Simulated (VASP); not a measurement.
# CaSe (Fm-3m) in VASP: further runs, part 2 of 2

VASP 6.6.1. The steps go on from the part before.

### Step 4. Single point, r2SCAN

INCAR

```
ADDGRID = F ; ALGO = Normal
EDIFF = 1E-6 ; ENCUT = 250
ISIF = 2 ; ISMEAR = 0
LASPH = T ; LCHARG = F
LMIXTAU = T ; LREAL = F
LWAVE = F ; METAGGA = R2SCAN
NBANDS = 15 ; NELM = 100
PREC = Accurate ; SIGMA = 0.05
```

KPOINTS

```
k-points
0
Gamma
  3 3 3
```

POSCAR

```
CaSe
1.0
    0.0000000000      2.9560000000      2.9560000000
    2.9560000000      0.0000000000      2.9560000000
    2.9560000000      2.9560000000      0.0000000000
Se Ca
1 1
Direct
    0.5000000000      0.5000000000      0.5000000000
    0.0000000000      0.0000000000      0.0000000000
```

Potentials or basis: VASP PAW PBE potentials, release 64 (Se, Ca_sv).

Started as:

```
cat potpaw_PBE.64/Se/POTCAR potpaw_PBE.64/Ca_sv/POTCAR > POTCAR
mpirun -np 1 vasp_std > vasp.out
```

OUTCAR:

```text
EDIFF = 1E-6
   ENCUT = 250
   ISIF = 2
   ISMEAR = 0
   LASPH = T
   LREAL = F
   METAGGA = R2SCAN
   NELM = 100
   PREC = Accurate

 Found      4 irreducible k-points:

 Following reciprocal coordinates:
            Coordinates               Weight
  0.000000  0.000000  0.000000      1.000000
  0.333333  0.000000  0.000000      8.000000
  0.333333  0.333333  0.000000      6.000000
 -0.333333  0.333333  0.000000     12.000000
   k-points           NKPTS =      4   k-points in BZ     NKDIM =      4   number of bands    NBANDS=     15
   number of dos      NEDOS =    301   number of ions     NIONS =      2
   total plane-waves  NPLWV =  13824
   dimension x,y,z NGX =    24 NGY =   24 NGZ =   24
   dimension x,y,z NGXF=    48 NGYF=   48 NGZF=   48
   ions per type =               1   1
   NGX,Y,Z   is equivalent  to a cutoff of   9.54,  9.54,  9.54 a.u.
   NGXF,Y,Z  is equivalent  to a cutoff of  19.09, 19.09, 19.09 a.u.
 SYSTEM =  unknown system
   PREC   = accura    normal or accurate (medium, high low for compatibility)
   ISTART =      0    job   : 0-new  1-cont  2-samecut
   ICHARG =      2    charge: 1-file 2-atom 10-const
   ISPIN  =      1    spin polarized calculation?
   LNONCOLLINEAR =      F non collinear calculations
   LSORBIT =      F    spin-orbit coupling
   LASPH  =      T    aspherical Exc in radial PAW
   ENCUT  =  250.0 eV  18.37 Ry    4.29 a.u.   5.39  5.39  5.39*2*pi/ulx,y,z
[... 69 lines left out ...]
     10       6.4308      0.00000
     11       6.4308      0.00000
     12       6.4309      0.00000
     13       7.0230      0.00000
     14       7.0230      0.00000
[... 41 lines left out ...]
      2     -19.2926      2.00000
      3     -19.2783      2.00000
      4     -19.2378      2.00000
      5      -9.2457      2.00000
      6      -0.1885      2.00000
      7       0.1639      2.00000
      8       1.0494      2.00000
      9       6.7027      0.00000
     10       8.2485      0.00000
     11       8.2739      0.00000
     12       8.3553      0.00000
     13       9.3605      0.00000
     14      10.0512      0.00000
     15      11.9932      0.00000

------------------------ aborting loop because EDIFF is reached ----------------------------------------

  FORCE on cell =-STRESS in cart. coord.  units (eV):
  Direction    XX          YY          ZZ          XY          YZ          ZX
  --------------------------------------------------------------------------------------
  -------------------------------------------------------------------------------------
  Total        0.3586181      0.3586181      0.3586181      0.0000000      0.0000000      0.0000000
  in kB       11.1224261     11.1224261     11.1224261      0.0000000      0.0000000      0.0000000
  external PRESSURE =      11.1224261 kB  Pullay stress =       0.0000000 kB

 VOLUME and BASIS-vectors are now :
 -----------------------------------------------------------------------------
  energy-cutoff  :      250.00
  volume of cell :       51.66
      direct lattice vectors                 reciprocal lattice vectors
     0.000000000  2.956000000  2.956000000    -0.169147497  0.169147497  0.169147497
     2.956000000  0.000000000  2.956000000     0.169147497 -0.169147497  0.169147497
     2.956000000  2.956000000  0.000000000     0.169147497  0.169147497 -0.169147497

 POSITION                                       TOTAL-FORCE (eV/Angst)
 -----------------------------------------------------------------------------------
      2.95600      2.95600      2.95600        -0.000000      0.000000     -0.000000
      0.00000      0.00000      0.00000         0.000000      0.000000      0.000000
 -----------------------------------------------------------------------------------
    total drift:                                0.000000     -0.000000     -0.000000

  FREE ENERGIE OF THE ION-ELECTRON SYSTEM (eV)
  ---------------------------------------------------
  free  energy   TOTEN  =       -25.9241965291 eV

  energy  without entropy=      -25.9241965291  energy(sigma->0) =      -25.92419653
```

OSZICAR:

```text
N       E                     dE             d eps       ncg     rms          rms(c)
DAV:   1     0.640673648908E+02    0.64067E+02   -0.51310E+03   120   0.580E+02
DAV:   2    -0.254855442546E+02   -0.89553E+02   -0.85144E+02   162   0.198E+02
DAV:   3    -0.288090668358E+02   -0.33235E+01   -0.32985E+01   170   0.357E+01
[... 14 lines left out ...]
DAV:  18    -0.259241786974E+02    0.62985E-05   -0.59043E-06   148   0.234E-02    0.229E-02
DAV:  19    -0.259242085674E+02   -0.29870E-04   -0.16449E-06   104   0.112E-02    0.272E-02
DAV:  20    -0.259241992775E+02    0.92900E-05   -0.75846E-07   116   0.851E-03    0.169E-02
DAV:  21    -0.259241968446E+02    0.24328E-05   -0.53738E-07    88   0.709E-03    0.127E-02
DAV:  22    -0.259241965291E+02    0.31556E-06   -0.21046E-07   102   0.391E-03
   1 F= -.25924197E+02 E0= -.25924197E+02  d E =-.600162E-22
```

stdout:

```text
POSCAR found type information on POSCAR SeCa
 POSCAR found :  2 types and       2 ions
 scaLAPACK will be used
 -----------------------------------------------------------------------------
|                                                                             |
|                                                                             |
|     You enforced a specific xc type in the INCAR file but a different       |
|     I HOPE YOU KNOW WHAT YOU ARE DOING!                                     |
|                                                                             |
 -----------------------------------------------------------------------------

 LDA part: xc-table for (None), standard interpolation
 POSCAR, INCAR and KPOINTS ok, starting setup
 FFT: planning ... GRIDC
 FFT: planning ... GRID_SOFT
 FFT: planning ... GRID
 WAVECAR not read
 entering main loop
```

Run time: 17 s. Hardware: 1 thread of Intel Xeon Platinum 8488C (Sapphire Rapids), shared host; peak memory 0.13 GiB.

The run converged, but a check on its numbers failed (symmetry, net force, bounds or a known fault of this set-up), so they aren't taken as properties of the crystal.

Caveat: the k mesh is coarse (spacing up to 0.61 Å⁻¹), so the values aren't converged; the cutoff lies under the usual one of these potentials, so the numbers hold a large basis-set error; the PAW data sets were made with another functional, which shifts forces and pressure a little; an odd mesh through Γ misses points on the zone boundary, where band edges often lie.

### Step 5. Single point, r2SCAN

INCAR is that of step 4.

KPOINTS is that of step 4.

POSCAR

```
CaSe
1.0
    0.0000000000      2.9560000000      2.9560000000
    2.9560000000      0.0000000000      2.9560000000
    2.9560000000      2.9560000000      0.0000000000
Se Ca
1 1
Direct
    0.5137070000      0.4880300000      0.5023060000
    0.0084580000     -0.0027510000     -0.0091450000
```

Potentials or basis: VASP PAW PBE potentials, release 64 (Se, Ca_sv).

Started as:

```
cat potpaw_PBE.64/Se/POTCAR potpaw_PBE.64/Ca_sv/POTCAR > POTCAR
mpirun -np 1 vasp_std > vasp.out
```

OUTCAR:

```text
EDIFF = 1E-6
   ENCUT = 250
   ISIF = 2
   ISMEAR = 0
   LASPH = T
   LREAL = F
   METAGGA = R2SCAN
   NELM = 100
   PREC = Accurate

 Found     14 irreducible k-points:

 Following reciprocal coordinates:
            Coordinates               Weight
  0.000000  0.000000  0.000000      1.000000
  0.333333  0.000000  0.000000      2.000000
  0.000000  0.333333  0.000000      2.000000
  0.000000  0.000000  0.333333      2.000000
  0.333333  0.333333  0.333333      2.000000
  0.333333  0.333333  0.000000      2.000000
[... 177 lines left out ...]
     11       7.8385      0.00000
     12       8.6459      0.00000
     13       8.6497      0.00000
     14      10.0950      0.00000
     15      12.4263      0.00000

 [... further k-points ...]
[... 5 lines left out ...]
  --------------------------------------------------------------------------------------
  -------------------------------------------------------------------------------------
  Total        0.3501679      0.4050768      0.3516602     -0.0014346      0.0023571     -0.0003700
  in kB       10.8603458     12.5633274     10.9066288     -0.0444950      0.0731062     -0.0114749
  external PRESSURE =      11.4434340 kB  Pullay stress =       0.0000000 kB

 VOLUME and BASIS-vectors are now :
 -----------------------------------------------------------------------------
  energy-cutoff  :      250.00
  volume of cell :       51.66
      direct lattice vectors                 reciprocal lattice vectors
     0.000000000  2.956000000  2.956000000    -0.169147497  0.169147497  0.169147497
     2.956000000  0.000000000  2.956000000     0.169147497 -0.169147497  0.169147497
     2.956000000  2.956000000  0.000000000     0.169147497  0.169147497 -0.169147497

 POSITION                                       TOTAL-FORCE (eV/Angst)
 -----------------------------------------------------------------------------------
      2.92743      3.00333      2.96113        -0.020824     -0.150298      0.035954
      5.87684      2.95397      2.97287         0.020824      0.150298     -0.035954
 -----------------------------------------------------------------------------------
    total drift:                                0.001261     -0.005896     -0.005125

  FREE ENERGIE OF THE ION-ELECTRON SYSTEM (eV)
  ---------------------------------------------------
  free  energy   TOTEN  =       -25.9199001055 eV

  energy  without entropy=      -25.9199001055  energy(sigma->0) =      -25.91990011
```

OSZICAR:

```text
N       E                     dE             d eps       ncg     rms          rms(c)
DAV:   1     0.512824492352E+02    0.51282E+02   -0.51221E+03   428   0.585E+02
DAV:   2    -0.261672527184E+02   -0.77450E+02   -0.73833E+02   525   0.185E+02
DAV:   3    -0.287603742681E+02   -0.25931E+01   -0.25724E+01   581   0.328E+01
DAV:   4    -0.288686347699E+02   -0.10826E+00   -0.10824E+00   528   0.630E+00
DAV:   5    -0.288702634433E+02   -0.16287E-02   -0.16286E-02   589   0.619E-01    0.410E+00
DAV:   6    -0.256866176725E+02    0.31836E+01   -0.21018E+00   546   0.114E+01    0.317E+00
DAV:   7    -0.263085369144E+02   -0.62192E+00   -0.74627E-01   532   0.739E+00    0.758E-01
DAV:   8    -0.259774970910E+02    0.33104E+00   -0.38967E-01   574   0.547E+00    0.494E-01
DAV:   9    -0.258448819387E+02    0.13262E+00   -0.29586E-01   511   0.414E+00    0.322E-01
DAV:  10    -0.259153159835E+02   -0.70434E-01   -0.56411E-02   462   0.178E+00    0.110E-01
DAV:  11    -0.259175017013E+02   -0.21857E-02   -0.73801E-03   518   0.675E-01    0.108E-01
DAV:  12    -0.259151501505E+02    0.23516E-02   -0.43737E-03   427   0.535E-01    0.538E-02
DAV:  13    -0.259180009148E+02   -0.28508E-02   -0.20755E-03   476   0.371E-01    0.233E-02
DAV:  14    -0.259198945968E+02   -0.18937E-02   -0.58575E-04   448   0.192E-01    0.618E-03
DAV:  15    -0.259198969506E+02   -0.23538E-05   -0.15595E-05   661   0.251E-02    0.873E-03
DAV:  16    -0.259198996553E+02   -0.27047E-05   -0.17171E-06   448   0.989E-03    0.129E-02
DAV:  17    -0.259199001055E+02   -0.45026E-06   -0.26395E-06   476   0.127E-02
   1 F= -.25919900E+02 E0= -.25919900E+02  d E =-.918821E-22
```

Wall time 24 s (1 thread of Intel Xeon Platinum 8488C (Sapphire Rapids), shared host); peak memory 0.13 GiB.

The run converged, but a check on its numbers failed (symmetry, net force, bounds or a known fault of this set-up), so they aren't taken as properties of the crystal.

Caveat: the k mesh is coarse (spacing up to 0.61 Å⁻¹), so the values aren't converged; the cutoff lies under the usual one of these potentials, so the numbers hold a large basis-set error; the PAW data sets were made with another functional, which shifts forces and pressure a little; an odd mesh through Γ misses points on the zone boundary, where band edges often lie.

### Step 6. Single point, r2SCAN

INCAR: that of step 5 with these lines changed.

```diff
@@ -1,3 +1,3 @@
 ADDGRID = F ; ALGO = Normal
-EDIFF = 1E-6 ; ENCUT = 250
+EDIFF = 1E-6 ; ENCUT = 300
 ISIF = 2 ; ISMEAR = 0
```

KPOINTS is that of step 5.

POSCAR

```
CaSe
1.0
    0.0000000000      2.9560000000      2.9560000000
    2.9560000000      0.0000000000      2.9560000000
    2.9560000000      2.9560000000      0.0000000000
Se Ca
1 1
Direct
    0.5000000000      0.5000000000      0.5000000000
    0.0000000000      0.0000000000      0.0000000000
```

Potentials or basis: VASP PAW PBE potentials, release 64 (Se, Ca_sv).

Started as:

```
cat potpaw_PBE.64/Se/POTCAR potpaw_PBE.64/Ca_sv/POTCAR > POTCAR
mpirun -np 1 vasp_std > vasp.out
```

Run time: 19 s. Hardware: 1 thread of Intel Xeon Platinum 8488C (Sapphire Rapids), shared host; peak memory 0.13 GiB.

These settings aren't checked as converged: the numbers below hold their error.

What came out:

```
Free energy            : -25.9066 eV
Band gap on the k mesh : 2.79 eV, indirect (least direct gap 3.60 eV)
```

Caveat: the k mesh is coarse (spacing up to 0.61 Å⁻¹), so the values aren't converged; the cutoff is under 1.25 times the usual one of these potentials, so pressure, stress and relaxed cells hold a basis-set (Pulay) error; the PAW data sets were made with another functional, which shifts forces and pressure a little; an odd mesh through Γ misses points on the zone boundary, where band edges often lie.

### Step 7. Comparison with measurements

Step 2. Measured gap of CaSe: 3.85 eV (indirect; 2 K; a printed reference work, monograph, original work of 1988). This calculation gives 2.49 eV (-1.36 eV). Spin-orbit coupling on Se is left out. The value is that of r2SCAN on a finite k mesh, which can miss the band edges, without temperature or zero-point motion.
